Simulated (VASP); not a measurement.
# CdSe (P6_3mc) in VASP: notebook

One crystal, CdSe, is run at these levels: PBE, r2SCAN; tasks: single point.

Program: VASP 6.6.1. These are calculated values, not measurements. Logs are shortened: lines on timing, memory, paths and dates and some standing lists are left out, and cuts for length are marked.

## (1) The cell of the first run

It takes space group P6_3mc (No. 186, hexagonal). The conventional cell has a = 4.264 Å, b = 4.264 Å, c = 7.191 Å, α = 90.00°, β = 90.00°, γ = 120.00°. Cd (site symmetry 3m) is surrounded by 4 Se at 2.64 to 2.65 Å. Se (site symmetry 3m) has 4 Cd at 2.64 to 2.65 Å as nearest neighbours.

The cell was built by a generator and needn't be a form met in nature.

## (2) Single point, PBE (epitaxial_xy strain -1.8%)

Input file INCAR:

```
  ALGO = Fast
  EDIFF = 1E-7
  ENCUT = 520
  GGA = PE
  ISIF = 2
  ISMEAR = -1
  LASPH = True
  LCHARG = False
  LREAL = False
  LWAVE = False
  NBANDS = 26
  NELM = 100
  PREC = Accurate
  SIGMA = 0.02
```

Input file KPOINTS:

```
k-points
0
Gamma
  12 12 4
```

Input file POSCAR:

```
CdSe
1.0
    4.2643269302      0.0000000000      0.0000000000
   -2.1321634651      3.6930154516      0.0000000000
    0.0000000000      0.0000000000      7.1913142970
Cd Se
2 2
Direct
    0.3333333333      0.6666666667      0.0033212202
    0.6666666667      0.3333333333      0.5033212202
    0.3333333333      0.6666666667      0.3716787798
    0.6666666667      0.3333333333      0.8716787798
```

Potentials or basis: VASP PAW PBE potentials, release 64 (Cd, Se).

On the command line:

```sh
$ cat potpaw_PBE.64/Cd/POTCAR potpaw_PBE.64/Se/POTCAR > POTCAR
$ mpirun -np 1 vasp_std > vasp.out
```

OUTCAR:

```text
EDIFF = 1E-7
   ENCUT = 520
   GGA = PE
   ISIF = 2
   ISMEAR = -1
   LASPH = True
   LREAL = False
   NELM = 100
   PREC = Accurate

 ion  position               nearest neighbor table
   1  0.333  0.667  0.003-   4 2.64   4 2.64   4 2.64   3 2.65
   2  0.667  0.333  0.503-   3 2.64   3 2.64   3 2.64   4 2.65
   3  0.333  0.667  0.372-   2 2.64   2 2.64   2 2.64   1 2.65
   4  0.667  0.333  0.872-   1 2.64   1 2.64   1 2.64   2 2.65

  LATTYP: Found a hexagonal cell.
 ALAT       =     4.2643269302
 C/A-ratio  =     1.6863890632

  Lattice vectors:

 A1 = (   4.2643269302,   0.0000000000,   0.0000000000)
 A2 = (  -2.1321634651,   3.6930154516,   0.0000000000)
 A3 = (   0.0000000000,   0.0000000000,   7.1913142970)

Analysis of symmetry for initial positions (statically):
=====================================================================
 Subroutine PRICEL returns:
 Original cell was already a primitive cell.

 Routine SETGRP: Setting up the symmetry group for a
 hexagonal supercell.

 Subroutine GETGRP returns: Found 12 space group operations
 (whereof  6 operations were pure point group operations)
 out of a pool of 24 trial point group operations.

The static configuration has the point symmetry C_3v.
 The point group associated with its full space group is C_6v.

Analysis of symmetry for dynamics (positions and initial velocities):
=====================================================================
 Subroutine PRICEL returns:
 Original cell was already a primitive cell.

 Routine SETGRP: Setting up the symmetry group for a
 hexagonal supercell.

 Subroutine GETGRP returns: Found 12 space group operations
 (whereof  6 operations were pure point group operations)
 out of a pool of 24 trial point group operations.

The dynamic configuration has the point symmetry C_3v.
 The point group associated with its full space group is C_6v.

 Subroutine INISYM returns: Found 12 space group operations
 (whereof  6 operations are pure point group operations),
 and found     1 'primitive' translations

----------------------------------------------------------------------------------------

                                     Primitive cell

  volume of cell :     113.2504

[... 88 lines left out ...]
   LSORBIT =      F    spin-orbit coupling
   LASPH  =      T    aspherical Exc in radial PAW
   ENCUT  =  520.0 eV  38.22 Ry    6.18 a.u.   7.93  7.93 13.37*2*pi/ulx,y,z
   NELM   =    100;   NELMIN=  2; NELMDL= -5     # of ELM steps
   EDIFF  = 0.1E-06   stopping-criterion for ELM
   LREAL  =      F    real-space projection
   EDIFFG = 0.1E-05   stopping-criterion for IOM
   NSW    =      0    number of steps for IOM
   IBRION =     -1    ionic relax: 0-MD 1-quasi-New 2-CG
   NFREE  =      0    steps in history (QN), initial steepest desc. (CG)
   ISIF   =      2    stress and relaxation
   ISYM   =      2    0-nonsym 1-usesym 2-fastsym
   POTIM  = 0.5000    time-step for ionic-motion
   TEBEG  =    0.0;   TEEND  =   0.0 temperature during run
   PSTRESS=    0.0 pullay stress
   NELECT =      36.0000    total number of electrons
   NUPDOWN=      -1.0000    fix difference up-down
   EMIN   =  10.00;   EMAX   =-10.00  energy-range for DOS
   EFERMI =   0.00;   METHOD = LEGACY
   ISMEAR =    -1;   SIGMA  =   0.02  broadening in eV -4-tet -1-fermi 0-gaus
   EFERMI_NEDOS =   21; number of points for ismear=-14 and -15
   IALGO  =     68    algorithm
   IMIX   =      4    mixing-type and parameters
     AMIX     =   0.40;   BMIX     =  1.00
     AMIX_MAG =   1.60;   BMIX_MAG =  1.00
  volume/ion in A,a.u.               =      28.31       191.06
  Fermi-wavevector in a.u.,A,eV,Ry     =   1.117281  2.111355 16.984378  1.248317
  Thomas-Fermi vector in A             =   2.253902
   LORBIT       =      0    0 simple, 1 ext, 2 COOP (PROOUT), +10 PAW based schemes
   GGA     = PE    functional components
   LHFCALC =     F    Hartree Fock is set to
   AEXX    =    0.0000 exact exchange contribution
   IVDW    =     0    specifies the selected vdW correction
   LEPSILON=     F    determine dielectric tensor
   LRPA    =     F    only Hartree local field effects (RPA)
 non-spin polarized calculation
 RMM-DIIS sequential band-by-band and
  energy-cutoff  :      520.00
  volume of cell :      113.25
 maximum number of plane-waves:      3072
 NGX is ok and might be reduce to    32
   NGX = 15   NGY = 15   NGZ = 27

 number of electron      35.9999998 magnetization

 Free energy of the ion-electron system (eV)
  ---------------------------------------------------
  ext. energy  EPLUGINS =         0.00000000
  ---------------------------------------------------
  free energy    TOTEN  =       -10.93267136 eV

  energy without entropy =      -10.93267135  energy(sigma->0) =      -10.93267136

 E-fermi :   1.2415     XC(G=0):  -8.8544

 val. band max:        0.9438629051   @ k =   0.0000   0.0000   0.0000
 cond. band min:       1.5207536771   @ k =   0.0000   0.0000   0.0000
 fundamental gap:      0.5768907720
 Fermi energy:         1.2414897422

 k-point     1 :       0.0000    0.0000    0.0000
  band No.  band energies     occupation
      1     -11.6663      2.00000
      2     -11.3120      2.00000
      3      -7.0260      2.00000
      4      -7.0012      2.00000
      5      -7.0012      2.00000
      6      -6.9337      2.00000
[... 685 lines left out ...]
     25       8.3919      0.00000
     26       9.5640      0.00000

 [... further k-points ...]

------------------------ aborting loop because EDIFF is reached ----------------------------------------

  FORCE on cell =-STRESS in cart. coord.  units (eV):
  Direction    XX          YY          ZZ          XY          YZ          ZX
  --------------------------------------------------------------------------------------
  -------------------------------------------------------------------------------------
  Total        2.2569691      2.2569691      1.3165232      0.0000000      0.0000000      0.0000000
  in kB       31.9298074     31.9298074     18.6251254      0.0000000      0.0000000      0.0000000
  external PRESSURE =      27.4949134 kB  Pullay stress =       0.0000000 kB

 VOLUME and BASIS-vectors are now :
 -----------------------------------------------------------------------------
  energy-cutoff  :      520.00
  volume of cell :      113.25
      direct lattice vectors                 reciprocal lattice vectors
     4.264326930  0.000000000  0.000000000     0.234503596  0.135390714  0.000000000
    -2.132163465  3.693015452  0.000000000     0.000000000  0.270781429  0.000000000
     0.000000000  0.000000000  7.191314297     0.000000000  0.000000000  0.139056640

 POSITION                                       TOTAL-FORCE (eV/Angst)
 -----------------------------------------------------------------------------------
     -0.00000      2.46201      0.02388         0.000000     -0.000000      0.001190
      2.13216      1.23101      3.61954        -0.000000     -0.000000      0.001190
     -0.00000      2.46201      2.67286        -0.000000      0.000000     -0.001190
      2.13216      1.23101      6.26852         0.000000     -0.000000     -0.001190
 -----------------------------------------------------------------------------------
    total drift:                               -0.000000      0.000000      0.000185

  FREE ENERGIE OF THE ION-ELECTRON SYSTEM (eV)
  ---------------------------------------------------
  free  energy   TOTEN  =       -10.9326713564 eV

  energy  without entropy=      -10.9326713545  energy(sigma->0) =      -10.93267136
```

OSZICAR:

```text
N       E                     dE             d eps       ncg     rms          rms(c)
DAV:   1     0.238996267512E+03    0.23900E+03   -0.16992E+04  2964   0.124E+03
DAV:   2     0.928923493491E+00   -0.23807E+03   -0.23078E+03  3232   0.308E+02
DAV:   3    -0.115852059070E+02   -0.12514E+02   -0.12443E+02  3510   0.706E+01
DAV:   4    -0.116877674679E+02   -0.10256E+00   -0.10249E+00  3324   0.605E+00
DAV:   5    -0.116883833320E+02   -0.61586E-03   -0.61585E-03  3380   0.450E-01    0.867E+00
RMM:   6    -0.109765056006E+02    0.71188E+00   -0.12364E+00  2968   0.578E+00    0.699E+00
RMM:   7    -0.109359055212E+02    0.40600E-01   -0.40640E-01  3015   0.264E+00    0.217E+00
RMM:   8    -0.109320200739E+02    0.38854E-02   -0.17470E-02  3187   0.838E-01    0.694E-01
RMM:   9    -0.109325846757E+02   -0.56460E-03   -0.39525E-03  3319   0.379E-01    0.202E-01
RMM:  10    -0.109325726500E+02    0.12026E-04   -0.41753E-04  3490   0.149E-01    0.629E-02
RMM:  11    -0.109326671856E+02   -0.94536E-04   -0.15808E-04  3321   0.838E-02    0.154E-02
RMM:  12    -0.109326703183E+02   -0.31327E-05   -0.13564E-05  3463   0.229E-02    0.835E-03
RMM:  13    -0.109326716828E+02   -0.13645E-05   -0.48743E-06  3358   0.117E-02    0.482E-03
RMM:  14    -0.109326713225E+02    0.36026E-06   -0.10152E-06  3167   0.593E-03    0.110E-03
RMM:  15    -0.109326713564E+02   -0.33894E-07   -0.10745E-07  2513   0.202E-03
   1 F= -.10932671E+02 E0= -.10932671E+02  d E =-.187465E-08
```

stdout:

```text
POSCAR found type information on POSCAR CdSe
 POSCAR found :  2 types and       4 ions
 scaLAPACK will be used
 LDA part: xc-table for (Slater+PW92), standard interpolation
 POSCAR, INCAR and KPOINTS ok, starting setup
 FFT: planning ... GRIDC
 FFT: planning ... GRID_SOFT
 FFT: planning ... GRID
 WAVECAR not read
 entering main loop
```

It took 89 s on 1 thread of AMD EPYC 9R45 (Zen 5), shared host; peak memory 0.28 GiB.

What came out:

```
Free energy            : -10.9327 eV
Pressure               : 2.7 GPa
Band gap on the k mesh : 0.58 eV, direct
```

## (3) Single point, r2SCAN (epitaxial_xy strain -1.8%)

POSCAR is that of step 2.

Input file INCAR.step1:

```
PREC = Accurate ; ENCUT = 520
ISMEAR = 0 ; SIGMA = 0.01
LREAL = False ; LASPH = True
NELM = 100 ; NBANDS = 26
GGA = PE ; ALGO = Normal
EDIFF = 1E-4 ; LWAVE = True
LCHARG = False
```

Input file INCAR.step2:

```
PREC = Accurate ; ENCUT = 520
EDIFF = 1E-6 ; ISMEAR = 0
SIGMA = 0.01 ; LREAL = False
LASPH = True ; NELM = 100
ALGO = Normal ; ISIF = 2
LWAVE = False ; LCHARG = False
METAGGA = R2SCAN ; LMIXTAU = True
NBANDS = 26 ; ISTART = 1
```

Input file KPOINTS:

```
Automatic mesh
0
Gamma
  12 12 4
```

Potentials or basis: VASP PAW PBE potentials, release 64 (Cd, Se).

On the command line:

```sh
$ cat potpaw_PBE.64/Cd/POTCAR potpaw_PBE.64/Se/POTCAR > POTCAR
$ cp INCAR.step1 INCAR
$ mpirun -np 1 vasp_std > vasp.out
$ cp INCAR.step2 INCAR
$ mpirun -np 1 vasp_std > vasp.out
```

It took 5 min on 1 thread of AMD EPYC 9R45 (Zen 5), shared host; peak memory 0.3 GiB.

The run converged. Its results:

```yaml
Free_energy: -71.8111 eV
Pressure: 1.2 GPa
Band_gap_on_the_k_mesh: 1.06 eV, direct
```

Forces on the atoms (eV/Å):
```
Cd   0.000  0.000 -0.003
Cd   0.000  0.000 -0.003
Se   0.000  0.000  0.003
Se   0.000  0.000  0.003
```

Stress tensor (GPa, compression positive):
```
1.73 0.00 0.00
0.00 1.73 0.00
0.00 0.00 0.27
```

Levels at points of the mesh, in eV from the valence-band top:
| k point | band 14 | band 15 | band 16 | band 17 | band 18 | band 19 | band 20 | band 21 | band 22 | band 23 |
| --- | --- | --- | --- | --- | --- | --- | --- | --- | --- | --- |
| (0.00, 0.00, 0.00) | -0.72 | -0.72 | -0.20 | 0.00 | 0.00 | 1.06 | 2.87 | 6.37 | 6.48 | 6.48 |
| (0.50, 0.00, 0.00) | -3.66 | -2.76 | -1.82 | -1.45 | -0.75 | 3.56 | 3.81 | 4.89 | 6.33 | 6.83 |
| (0.00, 0.00, 0.50) | -2.79 | -0.38 | -0.38 | -0.38 | -0.38 | 2.86 | 2.86 | 6.17 | 6.17 | 6.88 |
| (0.50, 0.00, 0.50) | -4.23 | -1.53 | -1.53 | -1.33 | -1.33 | 3.20 | 3.20 | 5.25 | 5.25 | 8.08 |

Caveat: the PAW data sets were made with another functional, which shifts forces and pressure a little. A k mesh can miss the band edges.
